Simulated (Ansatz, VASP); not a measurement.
**One calculation of NaF, two programs**

```
Na F
1.0
     3.86006    0.00000    0.00000
    -1.93003    3.34291    0.00000
     0.00000    0.00000    4.56128
Na F
2 2
Direct
  0.33333 0.66667 0.25000
  0.66667 0.33333 0.75000
  0.66667 0.33333 0.25000
  0.33333 0.66667 0.75000
```

Alike in both runs: task single point; functional PBE; k mesh 6 × 6 × 4; no spin polarisation.

|  | VASP | Ansatz |
| --- | --- | --- |
| version | VASP 6.6.1 | Ansatz 0.2.0 |
| potentials or method | VASP PAW PBE potentials, release 64 (Na_pv, F) | plane waves, PAW |
| plane-wave cutoff (eV) | 520 | 420 |
| occupations | gaussian, width 0.01 eV | fixed |
| valence electrons in the cell | 28 | 32 |

Ansatz gave:

| Item | Value |
| --- | --- |
| gap on the k mesh at the Fermi level (eV) | 5.70 |
| pressure (GPa) | 2.6 |
| largest component of the traceless stress (GPa) | 0.21 |

Question: What did VASP give for the same quantities?

Answer: gap on the k mesh at the Fermi level (eV): 5.68; pressure (GPa): 2.6; largest component of the traceless stress (GPa): 0.20.

The two sets of potentials don't hold the same shells in valence.

A hybrid or GW would open this gap; PBE tends to underestimate it.
